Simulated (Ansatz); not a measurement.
Relaxed bulk TiSi$_{2}$:

```
Ti Si
1.0
     0.00000    4.11599    4.25811
     2.39034    0.00000    4.25811
     2.39034    4.11599    0.00000
Ti Si
2 4
Direct
  0.75000 0.75000 0.75000
  0.50000 0.50000 0.50000
  0.08733 0.41267 0.08733
  0.41267 0.08733 0.41267
  0.16267 0.83733 0.16267
  0.83733 0.16267 0.83733
```

Miller indices refer to the conventional cell of Fddd (No. 70), a = 4.781 Å, b = 8.232 Å, c = 8.516 Å, α = 90.00°, β = 90.00°, γ = 90.00°.

The (111) slab of 18 planes, 10.2 Å thick with 15 Å of vacuum as cut; outer planes Si (top) and Si (bottom).

All numbers below come from DFT r2SCAN, scalar-relativistic, plane waves, PAW in Ansatz. Plane waves to 500 eV, a k mesh through Γ of 8×7×1 on the computed 18-atom cell and Gaussian smearing (0.10 eV); no spin polarisation. A dipole correction removes the field between periodic images along c.

With the atoms at the bulk's places:

For the slab as cut, the surface energy (mean of both faces) is 2.19 J/m², the work function is 4.21 eV (top), 4.97 eV (bottom) and the dipole of the slab along +c, per cell is 0.09 e·Å.

(1) What changes when all atoms relax within this surface cell and its symmetry?

Results:

(1) The energy falls by 0.138 J/m² a face, and the largest move is 0.66 Å.

```yaml
Surface_energy_mean_of_both_faces: 2.05 J/m²
Work_function: 4.06 eV (top), 5.02 eV (bottom)
Dipole_of_the_slab_along_+c_per_cell: 0.12 e·Å
```

```
plane (bottom to top) atoms spacing to next, bulk (Å) relaxed (Å) change (%)
                    1     Si                      0.280        0.360       +28.6
                    2     Si                      0.930        1.017        +9.4
                    3     Si                      0.325        0.142       -56.2
                    4     Ti                      0.930        1.021        +9.9
                    5     Ti                      0.325        0.231       -29.0
                    6     Si                      0.930        0.963        +3.6
                    7     Si                      0.280        0.277        -1.2
                    8     Si                      0.930        0.945        +1.7
                    9     Si                      0.325        0.299        -7.8
                   10     Ti                      0.930        0.953        +2.5
                   11     Ti                      0.325        0.339        +4.4
                   12     Si                      0.930        0.911        -2.0
                   13     Si                      0.280        0.255        -8.9
                   14     Si                      0.930        1.116       +20.0
                   15     Si                      0.325        0.148       -54.4
                   16     Ti                      0.930        0.879        -5.5
                   17     Ti                      0.325        0.230       -29.1
                   18     Si
```